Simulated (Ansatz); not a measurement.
## Ansatz run, Ag₂O

input.yaml (Ansatz 0.2.0)

```yaml
crystal:
  lattice:
    - [4.757195, 0.0, 0.0]
    - [0.0, 4.757195, 0.0]
    - [0.0, 0.0, 4.757195]
  atoms:
    - { symbol: Ag, position: [0.25, 0.25, 0.25] }
    - { symbol: Ag, position: [0.25, 0.75, 0.75] }
    - { symbol: Ag, position: [0.75, 0.75, 0.25] }
    - { symbol: Ag, position: [0.75, 0.25, 0.75] }
    - { symbol: O, position: [0.0, 0.0, 0.0] }
    - { symbol: O, position: [0.5, 0.5, 0.5] }
  symmetry: { tolerance: 0.0003 }
kpoints:
  mp_grid: { grid: [6, 6, 6], shift: [0, 0, 0] }
  band_path:
    path:
      - [0.0, 0.0, 0.0]
      - [0.0, 0.5, 0.0]
      - [0.5, 0.5, 0.0]
      - [0.0, 0.0, 0.0]
      - [0.5, 0.5, 0.5]
      - [0.0, 0.5, 0.0]
      - [0.5, 0.5, 0.5]
      - [0.5, 0.5, 0.0]
    npoints: 8
magnetization:
  spin_polarized: false
scf:
  occupations: { method: gaussian, width: 0.1147 }
  lower_state_search: "off"
  max_iter: 200
hamiltonian:
  pseudopotentials: { kind: paw }
  xc: r2scan
basis:
  ecutwfc: 500
  fft_grid_basis: typed
output:
  forces: true
  stress: true
  eigenvalues: true
  bader: true
  populations: true
  elf: true
  write_potential: true
  volumetric_format: npy
  dos:
    e_range: [-12, 8]
    de: 0.05
    projected: { site_lists: { Ag: [Ag], O: [O] } }
checkpoint:
  read: saved_state
```

The saved state is an earlier solution for the same cell, perhaps on another mesh. 

Excerpt of what it printed:

```
Free energy (F): -31548.6318 eV
Harris-Foulkes:  -31548.6318 eV  (|F-HF|=6.15e-9)
Internal energy: -31548.6314 eV  (E = F + TS)
E sigma→0 (E₀):  -31548.6316 eV
Entropy (-TS):   -0.0004 eV (-0.065 meV/atom)
Fermi energy:    10.4099 eV
--- Per-component energies (eV) ---
  E_band       = -1449.5147
  E_kinetic    = 2458.9305
  E_local      = -11808.7050  (includes V_loc(G=0)·N_el)
  E_nonlocal   = 426.8946
  E_hartree    = 5212.5821
  E_xc         = -854.1648
  E_vxc        = -1253.9921  (∫ρ·V_xc dr)
  E_paw        = -16012.1382  (= ΣΔE_a)
  E_vpaw       = -1786.8459  (= ΣTr[D̂ρ^β])
  E_aug_tail   = 0.0022  (compensation charges beyond the density's cutoff)
  E_vtau       = 89.0332  (kinetic-family band-sum trace: ∫τ·v_τ [+ j·A + Jᵃ·Aᵃ] dr)
  E_ewald      = -10969.9316
  E_core_change = -2.1011  (= ΣΔE_core)
  E_smearing   = -0.0004  (= −TS)
--- Stress (GPa, compression-positive) ---
       -0.0224       0.0000       0.0000
        0.0000      -0.0224       0.0000
        0.0000       0.0000      -0.0224
  P = ⅓ Tr σ = -0.0224 GPa (-0.224 kbar)
--- Löwdin populations: 6 sites ---
  site symbol       q [e]
     0     Ag     18.4560
     1     Ag     18.4560
     2     Ag     18.4560
     3     Ag     18.4560
     4      O      6.9530
     5      O      6.9530
  spilling = 0.0031 (of n_electrons = 88.0000)
```

Absolute energies hang on the potentials; compare differences alone.

Origin: a known structure type with other elements, at an estimated volume, so it need not be a known compound.
